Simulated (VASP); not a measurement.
**H20CO9: single point with PBE+D3(BJ)**

H20CO9:

```
CELL_PARAMETERS angstrom
7.36253 0.00000 0.00000
0.00000 7.36253 0.00000
0.00000 0.00000 7.36253
ATOMIC_POSITIONS crystal
O 0.60391 0.60111 0.96502
O 0.72573 0.34614 0.50305
O 0.28155 0.86789 0.85684
O 0.42974 0.62419 0.53497
O 0.10031 0.76155 0.21388
O 0.94366 0.62002 0.73644
O 0.51966 0.09464 0.16130
O 0.14452 0.24007 0.72023
O 0.19235 0.32951 0.20382
H 0.50207 0.67463 0.92703
H 0.72732 0.66921 0.95033
H 0.63833 0.44851 0.48221
H 0.65052 0.29904 0.60638
H 0.39516 0.92103 0.82984
H 0.19353 0.97583 0.80449
H 0.35325 0.70469 0.61511
H 0.41270 0.67253 0.41279
H 0.16048 0.77021 0.09236
H 0.11276 0.62915 0.22306
H 0.03095 0.62188 0.63642
H 0.84330 0.54129 0.68565
H 0.42159 0.08262 0.25001
H 0.59701 0.17543 0.22120
H 0.05788 0.31510 0.79300
H 0.12582 0.23520 0.58696
H 0.94676 0.24445 0.28777
H 0.29061 0.28104 0.12365
H 0.94495 0.35049 0.05843
H 0.02323 0.13580 0.07963
C 0.02078 0.25869 0.15531
```

The cell was built by a generator and needn't be a form met in nature.

```yaml
Program: VASP 6.6.1
Task: single point
Functional: PBE
Dispersion: D3(BJ)
Potentials_or_basis: VASP PAW PBE potentials, release 64 (O, H, C)
Cutoff: 520 eV
k_mesh: 1 × 1 × 1
Occupations: fermi-dirac, width 0.02 eV
Spin: no spin polarisation
Dipole_correction: no
Further_INCAR_settings: LREAL = Auto; ALGO = Normal; EDIFF = 1e-06; NBANDS = 60
```

| Item | Value |
| --- | --- |
| Pressure | -2.1 GPa |
| Largest force | 4.029 eV/Å |
| Band gap on the k mesh | 3.98 eV, direct |
| Dispersion energy per atom | -0.026 eV |

Forces on the atoms (eV/Å):
```
O    2.519  0.286  0.120
O   -1.940  0.553  1.198
O   -3.363  1.736 -1.383
O   -0.633  0.727  0.437
O    0.833 -0.658 -1.123
O   -0.885 -0.962 -0.526
O   -1.699 -1.191 -0.745
O    0.159 -0.614  0.254
O    1.360 -0.036 -0.420
H    0.178  0.446 -0.110
H   -2.630 -0.892  0.096
H    0.678 -0.093 -0.404
H    0.973 -0.276 -0.576
H    1.626  0.797  0.025
H    1.763 -2.170  1.192
H    0.775 -0.770 -0.578
H   -0.167  0.039  0.017
H   -0.374  0.693  0.593
H   -0.214 -0.100  0.516
H   -0.060  0.101  0.189
H    0.887  0.735  0.342
H   -0.008 -0.305 -0.181
H    1.705  1.529  0.966
H    0.463 -0.343 -1.503
H   -0.497  0.661  1.192
H   -0.085 -0.051 -1.015
H   -0.680  0.419  0.414
H    0.166  0.093  0.764
H    0.387 -1.487 -0.110
C   -1.238  1.133  0.362
```

Stress tensor (GPa, compression positive):
```
-2.14  1.49  1.11
 1.49 -1.29 -0.25
 1.11 -0.25 -2.99
```

Levels at points of the mesh, in eV from the valence-band top:
```tsv
k point	band 35	band 36	band 37	band 38	band 39	band 40	band 41	band 42	band 43	band 44
(0.00, 0.00, 0.00)	-0.83	-0.68	-0.30	-0.24	0.00	3.98	6.38	6.47	6.70	6.98
```

Run time: 81 s on 1 thread of AMD EPYC 7571, on a shared host, peak memory 0.35 GiB.
